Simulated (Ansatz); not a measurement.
**Te₂Mo: a line through a two-coordinate scan**

How does the energy of Te₂Mo (P-6m2, No. 187; 3 atoms in the cell) vary with strain +e along z and -e/2 along x and y, at amplitude of mode 5 (120 cm⁻¹) = −0.074 Å?

Method: DFT LDA+D3(BJ), scalar-relativistic, plane waves, PAW, in Ansatz 0.2.0.

1 further run of the same task is left out (set aside as unsound or not needed).

**1. The structure to begin with**

Symmetry: P-6m2, No. 187, hexagonal system. The conventional cell has a = 3.410 Å, b = 3.410 Å, c = 7.377 Å, α = 90.00°, β = 90.00°, γ = 120.00°. Te (site symmetry 3m) is surrounded by 3 Mo at 2.67 Å. Mo (site symmetry -6m2) has 6 Te at 2.67 Å as nearest neighbours.

Coordinates:

```xyz
3
Lattice="3.4096 0.0000 0.0000 -1.7048 2.9528 0.0000 0.0000 0.0000 7.3773" Properties=species:S:1:pos:R:3 pbc="T T T"
Te    0.0000    1.9685    5.5698
Te    0.0000    1.9685    1.8074
Mo    0.0000    0.0000    0.0000
```

It goes back to an entry of the Materials Project, which need not be the stable form.

It is the result of an earlier relaxation at this level (volume 24.76 Å³/atom; gap on the mesh: 0.86 eV).

**2. What is varied**

The energy is mapped over a normal mode and a strain (zone-centre modes of the cell shown) (x along [1 0 0], y along [1 2 0], z along [0 0 1] of the conventional cell).

First coordinate, amplitude of mode 5 (120 cm⁻¹), largest displacement in the unstrained cell: 5 values from −0.149 Å. Second coordinate, strain +e along z and -e/2 along x and y: 5 values from −7.0 %.

Nothing else is relaxed (the pattern is fixed in fractional coordinates). Energies count from the relaxed high-symmetry cell. Points are written as (first, second).

The modes come from a phonon run on the reference cell, made beforehand.

The patterns, per unit of each coordinate (Å):

```
atom     x1      y1     z1
 Te1  0.000   1.000  0.000
 Te2  0.000  -1.000  0.000
 Mo3  0.000   0.000  0.000
```

**3. Point (−0.074 Å, −7.0 %)**

input.yaml reads:

```yaml
crystal:
  lattice:
    - [3.5289042492, 0.0, 0.0]
    - [-1.7644521246, 3.0561207273, 0.0]
    - [0.0, 0.0, 6.8608712674]
  atoms:
    - { symbol: Te, position: [0.3207180758, 0.6414361516, 0.7549996162] }
    - { symbol: Te, position: [0.3459485909, 0.6918971817, 0.2450003838] }
    - { symbol: Mo, position: [0.0, 0.0, 0.0] }
basis:
  ecutwfc: 420
kpoints:
  mp_grid: { grid: [9, 9, 4] }
hamiltonian:
  xc: lda
  pseudopotentials: { kind: paw }
  dispersion: d3bj
scf:
  occupations: { method: gaussian, width: 0.05 }
output:
  forces: true
  stress: true
  eigenvalues: true
```

Launch:

```sh
> ansatz run input.yaml --threads 1 --pin off --max-ram 2048MiB --backend cpu --events-out ev --progress --plain --runs-dir out
```

The log of the run, cut to the lines that bear on the results:

```text
Warning: the engine holds no damping parameters fitted to this dispersion correction and functional, so the run takes those fitted to pbe (hamiltonian.dispersion, under Limitations)
Warning: RAYON_NUM_THREADS=1 ignored (pool sized by the plan → 1); use --threads N
[...]
Pseudopotentials: kind: paw
Pseudopotential: Te, paw, valence charge 16, recommended cutoff 420 eV (normal), Te.paw.azcp
Pseudopotential: Mo, paw, valence charge 14, recommended cutoff 420 eV (normal), Mo.paw.azcp
Functional definition: SPW92
[...]
Crystal: 3 atoms, lattice volume = 73.993 Å³
Basis set: ecut = 420 eV, 1445 PW (Γ)
Bands: 28, of which v1, the nominal top of the filled ones, is band 23 counted from 1 (22 counted from 0)
Symmetry: 2 space group operations
Space group: Cm (ITA 8), of the structure as read, at distance tolerance 4.2e-5 Å
k-points: 95 of 324 (time reversal used)
[...]
SCF iter   1: F=—  HF=-18499.316608 eV  |F-HF|=—  |Δ(HF+E_count)|=         —  Δρ=7.97e-3  dr2=3.38e-2  ethr=1.77e-3  ⟨swp⟩=6.3  Hψ=11658  notcnv=0
[...]
SCF iter   7: F=-18499.311035 eV  HF=-18499.311035 eV  |F-HF|=4.68e-9  |Δ(HF+E_count)|=   8.54e-8  Δρ=6.34e-6  dr2=4.22e-8  ethr=2.17e-10  ⟨swp⟩=9.2  Hψ=11354  notcnv=0
[...]
SCF converged after 7 iterations
Free energy (F): -18499.311035 eV
[...]
E sigma→0 (E₀):  -18499.310978 eV
Entropy (-TS):   -0.000114 eV (-0.038 meV/atom)
Fermi energy:    12.954575 eV
[...]
--- Forces (eV/Å), atoms counted from 1 ---
  atom   1  Te     0.00000000     0.63641706    -1.09447262
  atom   2  Te     0.00000000    -0.54861363     1.08740009
  atom   3  Mo     0.00000000    -0.08780256     0.00707240
[...]
--- Stress (GPa, compression-positive) ---
       -1.271992       0.000000       0.000000
        0.000000      -1.252769      -5.044491
        0.000000      -5.044491      12.675693
  P = ⅓ Tr σ = 3.3836 GPa (33.836 kbar)
--- Band table (eV; the first three rows and the last of 95) ---
[...]
```

It took 28 s on 1 thread of Arm Neoverse N1, shared host; peak memory 0.4 GiB.

On the map this point reads 276 meV.

**4. The run at (−0.074 Å, −3.5 %)**

input.yaml: that of step 3 with these lines changed.

```diff
@@ -2,5 +2,5 @@
   lattice:
-    - [3.5289042492, 0.0, 0.0]
-    - [-1.7644521246, 3.0561207273, 0.0]
-    - [0.0, 0.0, 6.8608712674]
+    - [3.4692367861, 0.0, 0.0]
+    - [-1.734618393, 3.0044471885, 0.0]
+    - [0.0, 0.0, 7.1190761001]
   atoms:
```

Launch:

```sh
> ansatz run input.yaml --threads 1 --pin off --max-ram 2048MiB --backend cpu --events-out ev --progress --plain --runs-dir out
```

The log of the run, cut to the lines that bear on the results:

```text
Warning: the engine holds no damping parameters fitted to this dispersion correction and functional, so the run takes those fitted to pbe (hamiltonian.dispersion, under Limitations)
Warning: RAYON_NUM_THREADS=1 ignored (pool sized by the plan → 1); use --threads N
[...]
[... 4 set-up lines as earlier in the session ...]
[...]
Crystal: 3 atoms, lattice volume = 74.203 Å³
Basis set: ecut = 420 eV, 1445 PW (Γ)
Bands: 28, of which v1, the nominal top of the filled ones, is band 23 counted from 1 (22 counted from 0)
[... 2 set-up lines as earlier in the session ...]
k-points: 95 of 324 (time reversal used)
[...]
SCF iter   1: F=—  HF=-18499.493509 eV  |F-HF|=—  |Δ(HF+E_count)|=         —  Δρ=7.35e-3  dr2=2.05e-2  ethr=1.77e-3  ⟨swp⟩=6.2  Hψ=11596  notcnv=0
[...]
SCF iter   7: F=-18499.489056 eV  HF=-18499.489056 eV  |F-HF|=3.18e-9  |Δ(HF+E_count)|=   1.94e-7  Δρ=4.33e-6  dr2=2.05e-8  ethr=2.17e-10  ⟨swp⟩=6.8  Hψ=10747  notcnv=0
[...]
SCF converged after 7 iterations
Free energy (F): -18499.489056 eV
[...]
E sigma→0 (E₀):  -18499.489056 eV
Fermi energy:    12.828262 eV
[...]
--- Forces (eV/Å), atoms counted from 1 ---
  atom   1  Te     0.00000000     0.58998408    -0.56375898
  atom   2  Te    -0.00000000    -0.51450537     0.55765838
  atom   3  Mo    -0.00000000    -0.07547930     0.00610034
[...]
--- Stress (GPa, compression-positive) ---
       -0.814185       0.000000      -0.000000
        0.000000      -0.806600      -4.626575
       -0.000000      -4.626576       6.222752
  P = ⅓ Tr σ = 1.5340 GPa (15.340 kbar)
--- Band table (eV; the first three rows and the last of 95) ---
[...]
```

Wall time 29 s (1 thread of Arm Neoverse N1, shared host); peak memory 0.4 GiB.

Energy on the map's scale: 98 meV.

**5. Grid point (−0.074 Å, 0.0 %)**

input.yaml: that of step 4 with these lines changed.

```diff
@@ -2,5 +2,5 @@
   lattice:
-    - [3.4692367861, 0.0, 0.0]
-    - [-1.734618393, 3.0044471885, 0.0]
-    - [0.0, 0.0, 7.1190761001]
+    - [3.4095693229, 0.0, 0.0]
+    - [-1.7047846614, 2.9527736496, 0.0]
+    - [0.0, 0.0, 7.3772809327]
   atoms:
```

Launch:

```sh
> ansatz run input.yaml --threads 1 --pin off --max-ram 2048MiB --backend cpu --events-out ev --progress --plain --runs-dir out
```

The log of the run, cut to the lines that bear on the results:

```text
Warning: the engine holds no damping parameters fitted to this dispersion correction and functional, so the run takes those fitted to pbe (hamiltonian.dispersion, under Limitations)
Warning: RAYON_NUM_THREADS=1 ignored (pool sized by the plan → 1); use --threads N
[...]
[... 4 set-up lines as earlier in the session ...]
[...]
Crystal: 3 atoms, lattice volume = 74.272 Å³
Basis set: ecut = 420 eV, 1453 PW (Γ)
Bands: 28, of which v1, the nominal top of the filled ones, is band 23 counted from 1 (22 counted from 0)
[... 2 set-up lines as earlier in the session ...]
k-points: 95 of 324 (time reversal used)
[...]
SCF iter   1: F=—  HF=-18499.557686 eV  |F-HF|=—  |Δ(HF+E_count)|=         —  Δρ=7.74e-3  dr2=3.16e-2  ethr=1.77e-3  ⟨swp⟩=6.3  Hψ=11623  notcnv=0
[...]
SCF iter   7: F=-18499.549288 eV  HF=-18499.549288 eV  |F-HF|=1.29e-8  |Δ(HF+E_count)|=   5.66e-7  Δρ=6.34e-6  dr2=4.36e-8  ethr=2.17e-10  ⟨swp⟩=4.5  Hψ=10672  notcnv=0
[...]
SCF converged after 7 iterations
Free energy (F): -18499.549288 eV
[...]
E sigma→0 (E₀):  -18499.549288 eV
Fermi energy:    12.660281 eV
[...]
--- Forces (eV/Å), atoms counted from 1 ---
  atom   1  Te     0.00000000     0.53495643    -0.05578265
  atom   2  Te    -0.00000000    -0.47045721     0.05058727
  atom   3  Mo    -0.00000000    -0.06449910     0.00519079
[...]
--- Stress (GPa, compression-positive) ---
        0.076064       0.000000      -0.000000
        0.000000       0.079094      -4.216405
       -0.000000      -4.216406       0.354279
  P = ⅓ Tr σ = 0.1698 GPa (1.698 kbar)
--- Band table (eV; the first three rows and the last of 95) ---
[...]
```

Run time: 28 s. Hardware: 1 thread of Arm Neoverse N1, shared host; peak memory 0.4 GiB.

That is 37 meV from the zero.

**6. A run with other settings**

input.yaml: that of step 5 with these lines changed.

```diff
@@ -19,5 +19,7 @@
   occupations: { method: gaussian, width: 0.05 }
+  max_iter: 75
 output:
   forces: true
+  eigenvalues: true
   stress: true
-  eigenvalues: true
+total_charge: -6
```

Launch:

```sh
> ansatz run input.yaml --threads 1 --pin off --max-ram 2048MiB --backend cpu --events-out ev --progress --plain --runs-dir out
```

The log of the run, cut to the lines that bear on the results:

```text
Warning: the engine holds no damping parameters fitted to this dispersion correction and functional, so the run takes those fitted to pbe (hamiltonian.dispersion, under Limitations)
Warning: RAYON_NUM_THREADS=1 ignored (pool sized by the plan → 1); use --threads N
[...]
[... 4 set-up lines as earlier in the session ...]
[...]
Crystal: 3 atoms, lattice volume = 74.272 Å³
Basis set: ecut = 420 eV, 1453 PW (Γ)
Bands: 32, of which v1, the nominal top of the filled ones, is band 26 counted from 1 (25 counted from 0)
[... 2 set-up lines as earlier in the session ...]
k-points: 95 of 324 (time reversal used)
[...]
SCF iter   1: F=—  HF=-18526.801466 eV  |F-HF|=—  |Δ(HF+E_count)|=         —  Δρ=4.45e-1  dr2=7.95e2  ethr=1.77e-3  ⟨swp⟩=9.3  Hψ=17524  notcnv=0  defer=4
[...]
SCF iter  11: F=-18411.023899 eV  HF=-18411.023899 eV  |F-HF|=1.64e-8  |Δ(HF+E_count)|=   2.58e-8  Δρ=6.12e-6  dr2=3.49e-8  ethr=1.92e-10  ⟨swp⟩=15.7  Hψ=19541  notcnv=0
[...]
SCF converged after 11 iterations
Free energy (F): -18411.023899 eV
[...]
E sigma→0 (E₀):  -18411.021608 eV
Entropy (-TS):   -0.004581 eV (-1.527 meV/atom)
Fermi energy:    15.983117 eV
[...]
--- Forces (eV/Å), atoms counted from 1 ---
  atom   1  Te     0.00000000     0.09660726    -2.55457029
  atom   2  Te    -0.00000000    -0.02786905     2.54204643
  atom   3  Mo    -0.00000000    -0.06873860     0.01248707
[...]
--- Stress (GPa, compression-positive) ---
        1.355265       0.000000      -0.000000
        0.000000       1.713789      -0.580858
       -0.000000      -0.580864       3.191056
  P = ⅓ Tr σ = 2.0867 GPa (20.867 kbar)
--- Band table (eV; the first three rows and the last of 95) ---
[...]
```

Run time: 62 s. Hardware: 1 thread of Arm Neoverse N1, shared host; peak memory 0.41 GiB.

**7. Can this result be trusted?**

This run ends as converged, with warnings (dispersion damping borrowed). It gives a largest force of 2.6 eV/Å, far from the sound run.

Look at the input: total_charge is -6. With this charge the calculation describes a differently charged system.

The way back: delete total_charge (the default then holds).

```
    run     ending   energy change  pressure (GPa)  gap (eV)  force (eV/Å)  cycles  time
 step 5  converged               -             0.2      0.86          0.54       7  28 s
altered  converged  not comparable             2.1      0.00          2.56      11  62 s
```

A change of charge puts the total energy on another scale; the pressure goes from 0.2 to 2.1 GPa, the Fermi level moves into a band, so no gap parts filled from empty levels (it was 0.86 eV) and the largest force goes from 0.54 to 2.56 eV/Å. A charged periodic cell is neutralised by a uniform background, so its energy and pressure also depend on the cell's size. Cost: 11 SCF cycles against 7, 62 s against 28 s.

**8. The run at (−0.074 Å, 3.5 %)**

input.yaml: that of step 5 with these lines changed.

```diff
@@ -2,5 +2,5 @@
   lattice:
-    - [3.4095693229, 0.0, 0.0]
-    - [-1.7047846614, 2.9527736496, 0.0]
-    - [0.0, 0.0, 7.3772809327]
+    - [3.3499018598, 0.0, 0.0]
+    - [-1.6749509299, 2.9011001107, 0.0]
+    - [0.0, 0.0, 7.6354857653]
   atoms:
```

Launch:

```sh
> ansatz run input.yaml --threads 1 --pin off --max-ram 2048MiB --backend cpu --events-out ev --progress --plain --runs-dir out
```

The log of the run, cut to the lines that bear on the results:

```text
Warning: the engine holds no damping parameters fitted to this dispersion correction and functional, so the run takes those fitted to pbe (hamiltonian.dispersion, under Limitations)
Warning: RAYON_NUM_THREADS=1 ignored (pool sized by the plan → 1); use --threads N
[...]
[... 4 set-up lines as earlier in the session ...]
[...]
Crystal: 3 atoms, lattice volume = 74.205 Å³
Basis set: ecut = 420 eV, 1465 PW (Γ)
Bands: 28, of which v1, the nominal top of the filled ones, is band 23 counted from 1 (22 counted from 0)
[... 2 set-up lines as earlier in the session ...]
k-points: 95 of 324 (time reversal used)
[...]
SCF iter   1: F=—  HF=-18499.515406 eV  |F-HF|=—  |Δ(HF+E_count)|=         —  Δρ=8.66e-3  dr2=5.08e-2  ethr=1.77e-3  ⟨swp⟩=6.3  Hψ=11585  notcnv=0
[...]
SCF iter   7: F=-18499.500398 eV  HF=-18499.500397 eV  |F-HF|=3.61e-8  |Δ(HF+E_count)|=   9.76e-7  Δρ=7.42e-6  dr2=4.57e-8  ethr=2.17e-10  ⟨swp⟩=4.6  Hψ=10981  notcnv=0
[...]
SCF converged after 7 iterations
Free energy (F): -18499.500398 eV
[...]
E sigma→0 (E₀):  -18499.500398 eV
Fermi energy:    12.729172 eV
[...]
--- Forces (eV/Å), atoms counted from 1 ---
  atom   1  Te     0.00000000     0.47684586     0.42233925
  atom   2  Te    -0.00000000    -0.42209215    -0.42675246
  atom   3  Mo     0.00000000    -0.05475383     0.00441317
[...]
--- Stress (GPa, compression-positive) ---
        1.423596       0.000000      -0.000000
        0.000000       1.424846      -3.817733
       -0.000000      -3.817733      -4.971698
  P = ⅓ Tr σ = -0.7078 GPa (-7.078 kbar)
--- Band table (eV; the first three rows and the last of 95) ---
[...]
```

Run time: 28 s. Hardware: 1 thread of Arm Neoverse N1, shared host; peak memory 0.4 GiB.

That is 86 meV from the zero.

**9. Grid point (−0.074 Å, 7.0 %)**

input.yaml: that of step 8 with these lines changed.

```diff
@@ -2,5 +2,5 @@
   lattice:
-    - [3.3499018598, 0.0, 0.0]
-    - [-1.6749509299, 2.9011001107, 0.0]
-    - [0.0, 0.0, 7.6354857653]
+    - [3.2902343966, 0.0, 0.0]
+    - [-1.6451171983, 2.8494265719, 0.0]
+    - [0.0, 0.0, 7.893690598]
   atoms:
@@ -23 +23,5 @@
   eigenvalues: true
+  write_density: true
+  write_potential: true
+  elf: true
+  volumetric_format: npy
```

Launch:

```sh
> ansatz run input.yaml --threads 1 --pin off --max-ram 2048MiB --backend cpu --events-out ev --progress --plain --runs-dir out
```

The log of the run, cut to the lines that bear on the results:

```text
Warning: the engine holds no damping parameters fitted to this dispersion correction and functional, so the run takes those fitted to pbe (hamiltonian.dispersion, under Limitations)
Warning: RAYON_NUM_THREADS=1 ignored (pool sized by the plan → 1); use --threads N
[...]
[... 4 set-up lines as earlier in the session ...]
[...]
Crystal: 3 atoms, lattice volume = 74.006 Å³
Basis set: ecut = 420 eV, 1467 PW (Γ)
Bands: 28, of which v1, the nominal top of the filled ones, is band 23 counted from 1 (22 counted from 0)
[... 2 set-up lines as earlier in the session ...]
k-points: 95 of 324 (time reversal used)
[...]
SCF iter   1: F=—  HF=-18499.370150 eV  |F-HF|=—  |Δ(HF+E_count)|=         —  Δρ=9.87e-3  dr2=7.03e-2  ethr=1.77e-3  ⟨swp⟩=6.4  Hψ=11543  notcnv=0
[...]
SCF iter   7: F=-18499.347806 eV  HF=-18499.347806 eV  |F-HF|=4.98e-8  |Δ(HF+E_count)|=   1.56e-6  Δρ=1.14e-5  dr2=8.80e-8  ethr=2.17e-10  ⟨swp⟩=12.8  Hψ=19594  notcnv=0
[...]
SCF converged after 7 iterations
Free energy (F): -18499.347806 eV
[...]
E sigma→0 (E₀):  -18499.347804 eV
Entropy (-TS):   -0.000003 eV (-0.001 meV/atom)
Fermi energy:    12.867900 eV
[...]
--- Forces (eV/Å), atoms counted from 1 ---
  atom   1  Te     0.00000000     0.41864588     0.86406789
  atom   2  Te     0.00000000    -0.37249341    -0.86780537
  atom   3  Mo     0.00000000    -0.04615255     0.00372422
[...]
--- Stress (GPa, compression-positive) ---
        3.289121       0.000000       0.000000
        0.000000       3.288924      -3.429675
        0.000000      -3.429675      -9.818252
  P = ⅓ Tr σ = -1.0801 GPa (-10.801 kbar)
--- Band table (eV; the first three rows and the last of 95) ---
[...]
```

Run time: 41 s. Hardware: 1 thread of Arm Neoverse N1, shared host; peak memory 0.4 GiB.

Axes a, b and c in the maps are those of this run's conventional cell (a, b, c = 5.699, 3.290, 7.894 Å).

Density in a lattice plane of the grid's cell (edges 5.70 and 7.89 Å, at 0.000 of the third edge), which holds Te and Mo.

Ten even steps from ' ' (0.01 e/Å³) to '@' (17.06 e/Å³):
```
--::..                          ..::
..                                  
                                    
        ..==**--                    
        ::##@@++..                  
        ..--==::                    
                                    
                                    
                                    
                                    
                                    
                                    
                                    
          ::==--..                  
        ..++@@##::                  
          --**==..                  
                                    
..                                  
--::..                          ..::
----::                          ::--
```
Columns run along the first of these edges and rows up along the second, over one cell in 18 and 20 even steps from the bottom left corner. Atoms in the plane (fractional): Te at (0.32, 0.75), Te at (0.35, 0.24), Mo at (0.00, 0.00).

ELF in the same plane.

Ten even steps from '0' (0.01) to '9' (0.77):
```
897333444444432379
754566566532222135
225764456641112222
247630014641113333
246620004651112332
136651036751112221
016877778841011110
004899999720000000
001356653200000000
000000100000000000
000135665310000000
002799999841000000
014887778862011110
115763015763112221
236640002663112332
236751003552112343
224765445652112222
753466566642222135
897323444444432379
378312223455542497
```
Columns run along the first of these edges and rows up along the second, over one cell in 18 and 20 even steps from the bottom left corner. Atoms in the plane (fractional): Te at (0.32, 0.75), Te at (0.35, 0.24), Mo at (0.00, 0.00).

Both are smooth fields of the valence electrons: close to the nuclei they are not physical.

The highest ELF values outside the cores: 0.78 beside Te, off the lines to its neighbours, 1.3 Å from Te; 0.61 on the Te–Mo line, 1.2 Å from Te.

Energy on the map's scale: 239 meV.

**10. Results**

```
strain +e along z and -e/2 along x and y (%)  step  energy (meV)  slope (meV per %)  pressure (GPa)  band gap on the k-mesh (eV)  largest force on an atom (eV/Å)
                                        −7.0     3           276                −69            3.38                         0.14                             1.27
                                        −3.5     4            98                −34            1.53                         0.73                             0.82
                                         0.0     5            37                 −1            0.17                         0.86                             0.54
                                         3.5     8            86                 29           −0.71                         0.59                             0.64
                                         7.0     9           239                 58           −1.08                         0.24                             0.96
```

Energies count from the relaxed high-symmetry cell. Slopes come from the forces (and the stress, where the cell changes), not from differences of energies.

```
                                              run                                       outcome
step 6, run with total_charge -6 (against step 5)  converged, 11 SCF cycles; not a sound result
```

**Reading.** Along the line the energy is lowest at 0.0 %, 37 meV from the zero. A fit to energies and slopes at the lowest point and its two neighbours puts the minimum at 0.14 %, with a curvature of about 8.9 meV per %². The highest point computed, at −7.0 %, lies 238 meV above the lowest. This is one cut through a surface in two coordinates; the map's lowest point lies off it. With the other coordinates free, the energies away from the reference would be the same or lower. Spin-orbit coupling is left out, which matters for the bands of Te.

These are semilocal Kohn-Sham gaps, which aren't the measured quantity. Such gaps usually fall short of the measured ones; spin-orbit coupling, left out here, narrows gaps with Te, so the two errors partly cancel.
